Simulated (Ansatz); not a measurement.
**TaN: a jump of H**

How high is the barrier in TaN when interstitial H hops to an equivalent place? Supercell of 12 sites; relaxed ends, then a climbing-image band.

Program: Ansatz 0.2.0. Level of theory: DFT PBE, scalar-relativistic, plane waves, PAW. These are calculated values, not measurements.

2 further runs of the same task are left out: 2 set aside as unsound or not needed.

## 1. The structure to begin with

It takes space group P-62m (No. 189, hexagonal). Conventional cell: a = 5.226 Å, b = 5.226 Å, c = 2.923 Å, α = 90.00°, β = 90.00°, γ = 120.00°. Ta (site symmetry -6) has 6 N at 2.17 Å as nearest neighbours. Around Ta (site symmetry -62m) lie 3 N at 2.05 Å. N (site symmetry m2m) has 5 Ta at 2.05 to 2.17 Å as nearest neighbours.

Structure file:

```
CELL_PARAMETERS angstrom
5.22589 0.00000 0.00000
-2.61295 4.52575 0.00000
0.00000 0.00000 2.92265
ATOMIC_POSITIONS crystal
Ta 0.33333 0.66667 0.50000
Ta 0.66667 0.33333 0.50000
Ta 0.00000 0.00000 0.00000
N 0.39249 0.00000 0.00000
N 0.60751 0.60751 0.00000
N 0.00000 0.39249 0.00000
```

It is the result of an earlier relaxation at this level (volume 11.52 Å³/atom; gap on the mesh: none (metal)).

## 2. Relaxing the first end

The supercell's rows are 0 -1 0; -1 0 0; 0 0 -2 in vectors of the relaxed cell. Atom 13 is the H that will move.

Contents of input.yaml:

```yaml
crystal:
  lattice:
    - [2.6129454195, -4.5257542241, 0.0]
    - [-5.2258908391, 0.0, 0.0]
    - [0.0, 0.0, -5.8452938781]
  atoms:
    - { symbol: Ta, position: [0.3333333333, 0.6666666667, 0.25] }
    - { symbol: Ta, position: [0.3333333333, 0.6666666667, 0.75] }
    - { symbol: Ta, position: [0.6666666667, 0.3333333333, 0.25] }
    - { symbol: Ta, position: [0.6666666667, 0.3333333333, 0.75] }
    - { symbol: Ta, position: [1.0, 1.0, 0.5] }
    - { symbol: Ta, position: [1.0, 1.0, 0.0] }
    - { symbol: "N", position: [1.0, 0.6075052309, 0.5] }
    - { symbol: "N", position: [1.0, 0.6075052309, 0.0] }
    - { symbol: "N", position: [0.3924947691, 0.3924947691, 0.5] }
    - { symbol: "N", position: [0.3924947691, 0.3924947691, 0.0] }
    - { symbol: "N", position: [0.6075052309, 0.0, 0.5] }
    - { symbol: "N", position: [0.6075052309, 0.0, 0.0] }
    - { symbol: H, position: [0.2499341938, 8.48552e-05, 0.7242188695] }
basis:
  ecutwfc: 420
  xc_grid: 2
kpoints:
  mp_grid: { grid: [5, 5, 4], shift: [0.0, 0.0, 0.5] }
hamiltonian:
  xc: pbe
scf:
  occupations: { method: gaussian, width: 0.1 }
output:
  forces: true
  stress: false
  eigenvalues: true
relax:
  adjacent_minimum: "off"
  f_tol: 0.02
  max_steps: 60
```

The run is started by

```sh
ansatz run input.yaml --threads 4 --pin off --max-ram 10240MiB --backend cpu --events-out ev --progress --plain --runs-dir out
```

Further runs follow: the band, a jump of 2.11 Å.

What does the calculation give? Wanted: barrier forwards; barrier backwards; second end relative to first; highest image; neighbours of H at the start; at the top.

As calculated:

| quantity | value |
| --- | --- |
| barrier forwards | 0.87 eV |
| barrier backwards | 0.87 eV |
| second end relative to first | 0.000 eV |
| highest image | 3 of 0 to 6, climbing |
| band iterations | 4 |
| neighbours of H at the start; at the top | 2 Ta at 1.94 Å, 2 Ta at 2.10 Å, 4 N at 2.32 Å, 2 N at 2.44 Å; 2 Ta at 1.73 Å, 2 N at 1.96 Å |

**Reading.** The barrier from the first end is 0.87 eV, 34 times kT at 300 K; with a typical attempt rate of 10^13 per second that is roughly 10^-2 events a second. Both ends agree in energy to 1 meV. The input switches the test of curvatures off, so the top was not shown to be a first-order saddle. The top still moved by 5 meV in the last iteration, which bounds the digits to trust. The small cell leaves errors of about a tenth of an eV. Spin-orbit coupling is left out for Ta. The final runs have no spin polarisation, so no magnetic state was tried and one may lie lower.
